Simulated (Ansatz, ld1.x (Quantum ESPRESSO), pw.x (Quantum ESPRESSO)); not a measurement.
## osmium: does the TM potential hold in the solid?

| Quantity | Value |
| --- | --- |
| Element | Os |
| Generator | ld1.x (Quantum ESPRESSO) 7.5 |
| Type | norm-conserving Troullier–Martins (Kleinman–Bylander form) |
| Functional | PBE |
| Relativity | scalar-relativistic |
| Frozen core | [Xe] 4f14 |
| Valence charge | 8 |
| Reference configuration | 5d6 6s1.75 6p0 (charge +0.25) |
| Partial waves | 6p (bound, empty): rc 2.45 bohr; 5d (bound): rc 1.50 bohr; 5f channel at 0.45 Ry: rc 2.05 bohr; 6s (bound): rc 2.45 bohr |
| Local potential | the s channel |
| Core correction | a·sin(br)/r model core inside 1.20 bohr |

Atomic tests: cutoffs needed: 35 Ry and 70 Ry (the cutoffs (Ry, on a coarse ladder) from which the occupation-weighted sum of valence levels, in a spherical-Bessel basis at the reference potential, stays within 10 and 1 mRy of its value at 400 Ry); ghost test: no extra level below or beside the all-electron valence levels (p, d, f, s tested) (spherical-Bessel basis up to 400 Ry, 20 bohr box); largest excitation error: -642 meV (all-electron minus pseudo) for 5d4 6s0 6p0, out of 7 test configurations.

Crystal test: fcc Os in pw.x 7.5, no spin, 15³ k-points, Fermi–Dirac smearing 0.01 Ry, cutoffs 85/340 Ry. The reference is all-electron LAPW (Ansatz 0.2.0) with the same functional, mesh and smearing; V0 and B0 come from Birch–Murnaghan fits to the pressures at five volumes. Errors are pseudo minus all-electron; Δ is the rms difference of the E(V) curves that follow from these fits, minima aligned, over ±6 % about the mean V0. Mesh and smearing are coarse, so the numbers serve the comparison and aren't converged zero-temperature values; the lattice is a test structure that the element need not adopt.

All-electron: a0 = 3.856 Å (V0 = 14.34 Å³/atom), B0 = 387.2 GPa.

How far does the potential miss the all-electron equation of state?

mean pressure error (GPa): +2.59; a0 (Å): 3.865; a0 error (%): +0.22; B0 error (%): -0.5; Δ (meV/atom): 7.9.

```tsv
V (Å³/atom)	P all-electron (GPa)	P pseudo (GPa)
13.607	22.98	26.14
13.965	10.88	13.70
14.323	0.41	2.96
14.681	-8.65	-6.34
15.039	-16.48	-14.38
```

At the middle volume, how do free energy and pressure move when the wave cutoff is lowered (ecutrho kept at four times it)?

```
cutoff (Ry)  shift of F (meV/atom)  shift of P (GPa)
         38                  +61.9             -1.24
         51                  +45.3             -1.16
         68                   +6.4             -0.43
```

Input at the middle volume:

```
&control
  calculation='scf', prefix='x', pseudo_dir='./', outdir='./tmp', tstress=.true., disk_io='low'
/
&system
  ibrav=0, nat=1, ntyp=1, ecutwfc=85, ecutrho=340, nbnd=11,
  occupations='smearing', smearing='fd', degauss=0.01
/
&electrons
  conv_thr=1e-09, mixing_beta=0.4, electron_maxstep=70
/
ATOMIC_SPECIES
Os 1.0 Os.UPF
CELL_PARAMETERS angstrom
  0.00000000 1.92753083 1.92753083
  1.92753083 0.00000000 1.92753083
  1.92753083 1.92753083 0.00000000
ATOMIC_POSITIONS crystal
Os 0.0000 0.0000 0.0000
K_POINTS automatic
15 15 15 0 0 0
```

```bash
pw.x < Os.scf.in > Os.scf.out
```

Lines of the output:

```
Message from routine setup:
     using ibrav=0 with symmetry is DISCOURAGED, use correct ibrav instead
     lattice parameter (alat)  =       5.1513  a.u.
     unit-cell volume          =      96.6564 (a.u.)^3
     number of electrons       =         8.00
     number of Kohn-Sham states=           11
     kinetic-energy cutoff     =      85.0000  Ry
     charge density cutoff     =     340.0000  Ry
     scf convergence threshold =      1.0E-09
     Exchange-correlation= PBE
     number of k points=   120  Fermi-Dirac smearing, width (Ry)=  0.0100
     iteration #  1     ecut=    85.00 Ry     beta= 0.40
     total energy              =     -49.73342538 Ry
     estimated scf accuracy    <       0.06948542 Ry
     iteration #  2     ecut=    85.00 Ry     beta= 0.40
     total energy              =     -49.73549547 Ry
     estimated scf accuracy    <       0.00721546 Ry
     iteration #  3     ecut=    85.00 Ry     beta= 0.40
     total energy              =     -49.73685731 Ry
     estimated scf accuracy    <       0.00006305 Ry
     iteration #  4     ecut=    85.00 Ry     beta= 0.40
     c_bands:  1 eigenvalues not converged
     total energy              =     -49.73687271 Ry
     estimated scf accuracy    <       0.00000350 Ry
     iteration #  5     ecut=    85.00 Ry     beta= 0.40
     total energy              =     -49.73687333 Ry
     estimated scf accuracy    <       0.00000005 Ry
     iteration #  6     ecut=    85.00 Ry     beta= 0.40
     total energy              =     -49.73687336 Ry
     estimated scf accuracy    <          3.6E-09 Ry
     iteration #  7     ecut=    85.00 Ry     beta= 0.40
     the Fermi energy is    18.6666 ev
!    total energy              =     -49.73687336 Ry
     estimated scf accuracy    <          2.1E-10 Ry
     smearing contrib. (-TS)   =      -0.00322002 Ry
     The total energy is F=E-TS. E is the sum of the following terms:
     one-electron contribution =      17.18267519 Ry
     hartree contribution      =       0.98112420 Ry
     xc contribution           =     -27.61869632 Ry
     ewald contribution        =     -40.27875642 Ry
     convergence has been achieved in   7 iterations
          total   stress  (Ry/bohr**3)                   (kbar)     P=       29.59
```

The run at the middle volume (120 k-points, 7 iterations) took about 14 s on one core of a shared host (Neoverse-V2, 96 threads, 742 GiB, load 60).
